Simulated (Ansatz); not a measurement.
# A defect in a wire: armchair graphene nanoribbon (N = 7, H edges), O placed on top of one C, part 2 of 2

What does the defect do to the conductance?

Ansatz 0.2.0; DFT PBE, plane waves, PAW; relaxation of a wire's period (the session's first sound run).

So far. Step 3 (Bands of the perfect wire): At the computed energy nearest the Fermi level there are 0 channels a spin, and the thermal average gives 1.4e-13 G₀; the gap is 1.57 eV. Step 4 (Relaxing the junction): The largest force component on a free atom ends at 0.033 eV/Å, under the limit of 0.06. O ends nearest to C at 1.45 Å and C at 1.45 Å.

## (5) The open system

This step: DFT PBE, plane waves, PAW; transmission of a junction in a wire (Ansatz 0.2.0).

The cell is now read as a scatterer between two semi-infinite leads, named by two sites one period apart. The scattering states in its self-consistent potential are matched to the leads' states at each energy. One point across is taken, as for a wire in vacuum.

input.yaml

```yaml
crystal:
  lattice:
    - [16.232, 0.0, 0.0]
    - [0.0, 7.0, 0.0]
    - [0.0, 0.0, 30.0987486095]
  atoms:
    - { symbol: C, position: [0.27384413, 0.5, 0.001052437] }
    - { symbol: C, position: [0.423835595, 0.5, 0.999963325] }
    - { symbol: C, position: [0.576164405, 0.5, 0.999963325] }
    - { symbol: C, position: [0.72615587, 0.5, 0.001052437] }
    - { symbol: C, position: [0.27384413, 0.5, 0.046566611] }
    - { symbol: C, position: [0.423835595, 0.5, 0.047655723] }
    - { symbol: C, position: [0.576164405, 0.5, 0.047655723] }
    - { symbol: C, position: [0.72615587, 0.5, 0.046566611] }
    - { symbol: H, position: [0.214810776, 0.5, 0.063659105] }
    - { symbol: H, position: [0.785189224, 0.5, 0.063659105] }
    - { symbol: C, position: [0.348109842, 0.5, 0.071306449] }
    - { symbol: C, position: [0.5, 0.5, 0.071620984] }
    - { symbol: C, position: [0.651890158, 0.5, 0.071306449] }
    - { symbol: C, position: [0.348109842, 0.5, 0.119169742] }
    - { symbol: C, position: [0.5, 0.5, 0.118855206] }
    - { symbol: C, position: [0.651890158, 0.5, 0.119169742] }
    - { symbol: H, position: [0.214810776, 0.5, 0.126817085] }
    - { symbol: H, position: [0.785189224, 0.5, 0.126817085] }
    - { symbol: C, position: [0.27384413, 0.5, 0.143909579] }
    - { symbol: C, position: [0.423835595, 0.5, 0.142820468] }
    - { symbol: C, position: [0.576164405, 0.5, 0.142820468] }
    - { symbol: C, position: [0.72615587, 0.5, 0.143909579] }
    - { symbol: C, position: [0.27384413, 0.5, 0.189423754] }
    - { symbol: C, position: [0.423835595, 0.5, 0.190512865] }
    - { symbol: C, position: [0.576164405, 0.5, 0.190512865] }
    - { symbol: C, position: [0.72615587, 0.5, 0.189423754] }
    - { symbol: H, position: [0.214810776, 0.5, 0.206516248] }
    - { symbol: H, position: [0.785189224, 0.5, 0.206516248] }
    - { symbol: C, position: [0.348109842, 0.5, 0.214163592] }
    - { symbol: C, position: [0.5, 0.5, 0.214478127] }
[... 91 atom lines left out ...]
    - { symbol: C, position: [0.348109842, 0.5, 0.976312599] }
    - { symbol: C, position: [0.5, 0.5, 0.975998064] }
    - { symbol: C, position: [0.651890158, 0.5, 0.976312599] }
    - { symbol: H, position: [0.214810776, 0.5, 0.983959943] }
    - { symbol: H, position: [0.785189224, 0.5, 0.983959943] }
    - { symbol: O, position: [0.7564692636, 0.6569849174, 0.4518889281] }
kpoints:
  mp_grid: { grid: [1, 1, 3] }
scf:
  occupations: { method: fermi_dirac, width: 0.05 }
hamiltonian:
  xc: pbe
output:
  transmission:
    e_range: [-1.26, 1.26]
    de: 0.035
    kmesh: [1, 1]
    reduced_basis: true
    leads: [[108, 0]]
  dos: { projected: true, e_range: [-4, 3] }
  write_potential: true
  write_density: true
  volumetric_format: npy
  elf: true
basis:
  ecutwfc: "350 eV"
```

Atom lines that are left out differ too.

Run with:

```console
$ ansatz run input.yaml --threads 4 --pin off --max-ram 16384MiB --backend cpu --events-out ev --progress --plain --runs-dir out
```

Wall time 60 min (4 threads of Arm Neoverse V1, shared host); peak memory 9.6 GiB.

Numbers from this step:

```
transmission at the energy nearest the Fermi level, one spin    : 0
step of the lead's Hamiltonian                                  : 8.3 meV
slowest decay in the lead at the energy nearest the Fermi level : 0.128 Å⁻¹
conductance of the junction                                     : 1.96e-14 G₀
```

Table of transmission, one spin by energy, zero at the Fermi level:

```csv
energy (eV),"transmission, one spin"
-1.190,1.30
-1.085,1.22
-1.015,1.12
-0.910,0.985
-0.805,0.0982
-0.700,0
-0.595,0
-0.490,0
-0.385,0
-0.315,0
-0.210,0
-0.105,0
0.000,0
0.105,0
0.210,0
0.315,0
0.385,0
0.490,0
0.595,0
0.700,0
0.805,0
0.910,0.536
1.015,0.977
1.085,1.06
1.190,1.12
```

Table of open channels of the lead, one spin by energy, zero at the Fermi level:

```csv
energy (eV),"open channels of the lead, one spin"
-1.26,2
-1.19,2
-1.12,2
-1.05,2
-0.98,2
-0.91,1
-0.84,1
-0.77,1
-0.70,0
-0.63,0
-0.59,0
-0.53,0
-0.46,0
-0.39,0
-0.32,0
-0.24,0
-0.17,0
-0.10,0
-0.04,0
0.00,0
0.04,0
0.10,0
0.17,0
0.24,0
0.32,0
0.39,0
0.46,0
0.53,0
0.59,0
0.63,0
0.70,0
0.77,0
0.84,1
0.91,2
0.98,2
1.05,2
1.12,2
1.19,2
1.26,2
```

Projected DOS an atom over height of the atomic layer and energy from the Fermi level.  broadened by a Gaussian of 0.15 eV, since few k-points sample the long cell.

Ten even steps from '_' (0.00 states/eV) to '@' (3.07 states/eV), each cell a mean:
```
____________________________________________________________
____________________________________________________________
____________________________________________________________
____________________________________________________________
____________________________________________________________
____________________________________________________________
____________________________________________________________
____________________________________________________________
____________________________________________________________
____________________________________________________________
____________________________________________________________
____________________________________________________________
____________________________________________________________
____________________________________________________________
__________________________::________________________________
....____....____....______@@______....____....____....____..
....____....____....______**______....____....____....____..
__________________________..________________________________
________________________......______________________________
________________________......______________________________
________________________......______________________..____..
________..________________..________________..______________
```
Columns: height of the atomic layer (Å) from 0.0317 to 30.1 (not evenly spaced); rows upwards: energy from the Fermi level (eV) from -3.98 to 1.47.

ELF in the ca plane at fractional y = 0.496, with atoms of C and H within 0.2 Å of it. It is the smooth field of the valence electrons, not physical close to the nuclei.

Ten even steps from '0' (0.00 × 1e-1) to '9' (9.95 × 1e-1), each cell a mean:
```
00000000000000000000000000000000000000000000
00000000000000000000000000000000000000000000
00000000000000100001000001000001000001000001
00220037620026740058610037720167500057610277
14772189961169982299951289971499930399951799
46883179965568972289865579961499855589941699
42662036427824641156338715630266258526620365
47755656863358756657753468656558743478556568
36536843651146437734631156358625621265268536
54763247646746752257547646742367457547632476
54762247547745752257547646732367457547632376
36536844652147437735641256358636621266368536
47756656853358656647743368656557743477556568
42651036427833641146348724631255258525521364
57864458855557854468755558754468655568644578
26427832641146338823630156248615620255168426
56864458855557854468755558754468655568644578
43661047437834741157338625730266258526620365
59994189974379982399963489971599953599951799
39983079961059971289940179960499820289940699
03530015510014520036400025510045300035400155
00000000000000000000000000000000000000000000
00000000000000000000000000000000000000000000
00000000000000000000000000000000000000000000
```
Columns run along c (16.0 Å, from fractional 0.47 to 1.00 of the cell), rows up along a (16.2 Å). Atoms in or near the plane, at fractional coordinates: C at (0.00, 0.42), C at (0.00, 0.58), C at (0.48, 0.27), C at (0.48, 0.42), C at (0.48, 0.58), C at (0.48, 0.73), H at (0.49, 0.22), C at (0.50, 0.35), C at (0.50, 0.50), C at (0.50, 0.65), C at (0.55, 0.35), C at (0.55, 0.50), C at (0.55, 0.65), H at (0.56, 0.22) and more.

Valence density in the ca plane at fractional y = 0.496, with atoms of C and H within 0.2 Å of it. It is the smooth field of the valence electrons, not physical close to the nuclei.

Ten even steps from '0' (0.0 e/Å³) to '9' (1.9 e/Å³), each cell a mean:
```
00000000000000000000000000000000000000000000
00000000000000000000000000000000000000000000
00000000000000000000000000000000000000000000
00000000000000000000000000000000000000000000
10002310013310012310013210012310001100001100
64458830026964458830027854458720025654456410
99999731025999999621026999999620137987899620
53347975569953348975569853358965579732248865
41126998889831127998889731137998899621138998
87679842137986679842238986689732248976689731
87779842136987789731137987789731248976689731
41126988889731136988889731137988889621137987
52237976579842247976579842248975579742258965
98899831126998899731127998899621137998899621
74458963348964469953358964469853359854469843
31126999899731126999899731137998899621137998
75569953348975569853358965569853359965579743
99999720015999999620026999999620026999999510
42236830027742237830028742247720038632247620
00001100001100001100001100001100001100001100
00000000000000000000000000000000000000000000
00000000000000000000000000000000000000000000
00000000000000000000000000000000000000000000
00000000000000000000000000000000000000000000
```
Columns run along c (16.0 Å, from fractional 0.00 to 0.53 of the cell), rows up along a (16.2 Å). Atoms in or near the plane, at fractional coordinates: C at (0.00, 0.27), C at (0.00, 0.73), C at (0.05, 0.27), C at (0.05, 0.42), C at (0.05, 0.58), C at (0.05, 0.73), H at (0.06, 0.21), H at (0.06, 0.79), C at (0.07, 0.35), C at (0.07, 0.50), C at (0.07, 0.65), C at (0.12, 0.35), C at (0.12, 0.50), C at (0.12, 0.65) and more.

Electrostatic potential energy in the ca plane at fractional y = 0.496, with atoms of C and H within 0.2 Å of it. With pseudopotentials it is smooth inside the atoms' cores, unlike the true potential.

Ten even steps from '0' (-70 eV) to '9' (3 eV), each cell a mean:
```
99999999999999999999999999999999999999999999
99999999999999999999999999999999999999999999
99999999999999999999999999999999999999999999
99999999999999999999999999999999999999999999
89986799998689986899997689999999999999987999
89986568865589985568865689997557755899986568
89996104500699996005401699984016401699984016
47744578876447744678875447744689876457644678
15611589986115511689985116502689984126402789
89986326632689986236623689875237623689875247
89986226622689986226622689985237623689974237
15621589986115511689985126512689984126412789
36743678876347743678875347634678875347634689
89986105510589985015501689984016401699984026
68875457754568865457755578865568755578865468
04510589985005500589984015401689984016401699
68875457754568865457744678865457745678865458
99996104511699996115401699995115402799984026
79984588986489984689985489974689985589974789
99998999999899998999999899998999998899998999
99999999999999999999999999999999999999999999
99999999999999999999999999999999999999999999
99999999999999999999999999999999999999999999
99999999999999999999999999999999999999999999
```
Columns run along c (16.0 Å, from fractional 0.08 to 0.61 of the cell; values clipped at the 3rd and 97th percentile), rows up along a (16.2 Å). Atoms in or near the plane, at fractional coordinates: C at (0.12, 0.35), C at (0.12, 0.50), C at (0.12, 0.65), H at (0.13, 0.21), H at (0.13, 0.79), C at (0.14, 0.27), C at (0.14, 0.42), C at (0.14, 0.58), C at (0.14, 0.73), C at (0.19, 0.27), C at (0.19, 0.42), C at (0.19, 0.58), C at (0.19, 0.73), H at (0.21, 0.21) and more.

The conductance is 2.0e-14 G₀, with 0 channels a spin open in the lead. The lead's Hamiltonian steps by 8.3 meV, which the program lets pass, though it counts in the error estimate. The largest term of the program's error estimate is 225 %, from the energy spacing.

## (6) Summary of results

| Property | Result |
| --- | --- |
| conductance of the perfect wire | 1.4e-13 G₀ |
| conductance, O placed on top of one C | 2.0e-14 G₀ (one error term of 225 %, so a rough value at best) |

**Reading.** Summed over the computed window, 51 % of the lead's open channels pass the defect. The undoped leads have a gap, so the conductance at their level is exponentially small; the transmission in the bands is what a gate or doping would reach. Transport is coherent and elastic here: the atoms are frozen, so scattering by vibrations plays no part. Adsorbates are named by the site where they were placed; the distances after each relaxation show where they ended. One term of the program's error estimate for a conductance, of a junction or of the perfect wire, reaches 225 % in this session. The adsorbed O moved by 0.9 Å in the relaxation, so the site named is where it was put. A cutoff under the files' recommended one was taken to save time; its effect on T(E) was not tested here. The program marked the mesh across the current as unconverged: one point across may be too few, as where atoms come near their images or a face has no vacuum. The second SCF at the leads' temperature was given up in a run, so its level rests on the typed smearing.

[Logs are printed without paths, hosts, clocks, repeated set-up lines and the standing remarks that a program may print on its own settings, such as how far it seeks lower states.]

[Hosts, paths, dates, database ids (printed as entryN), source tags and the programs' standing remarks are cut or masked in the printed files.]
